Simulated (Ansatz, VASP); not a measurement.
# GaP: VASP beside Ansatz

```
Ga P
1.0
     1.94302    1.12180    6.43081
    -1.94302    1.12180    6.43081
     0.00000   -2.24360    6.43081
Ga P
2 2
Cartesian
  0.0000 0.0000 8.3994
  0.0000 0.0000 10.8930
  0.0000 0.0000 1.1072
  0.0000 0.0000 18.1853
```

Measurements of this composition are mostly on another form, of space group No. 216.

Alike in both runs: task single point; functional PBEsol; k mesh 9 × 9 × 9; occupations gaussian, width 0.05 eV; no spin polarisation.

```csv
,VASP,Ansatz
version,VASP 6.6.1,Ansatz 0.2.0
potentials or method,"VASP PAW PBE potentials, release 64 (Ga_d, P)","scalar-relativistic, plane waves, PAW"
plane-wave cutoff (eV),520,420
valence electrons in the cell,36,36
```

VASP gave:

- gap on the k mesh at the Fermi level (eV): 0.85
- least direct gap on the mesh (eV): 1.02
- pressure (GPa): -2.9
- largest component of the traceless stress (GPa): 0.24
- rms of the force components (eV/Å): 0.040

Which values does Ansatz return?

gap on the k mesh at the Fermi level (eV): 0.84; least direct gap on the mesh (eV): 1.02; pressure (GPa): -2.8; largest component of the traceless stress (GPa): 0.26; rms of the force components (eV/Å): 0.044.

Atom by atom the forces differ by 0.006 eV/Å (rms over components). The functional is the same, so the differences come from potentials, cutoffs and numerics.

Caveats: the PAW data sets were made with another functional, which shifts forces and pressure a little (VASP); an odd mesh through Γ misses points on the zone boundary, where band edges often lie. Expect the measured gap to be larger: semilocal functionals such as PBEsol lack the derivative discontinuity.
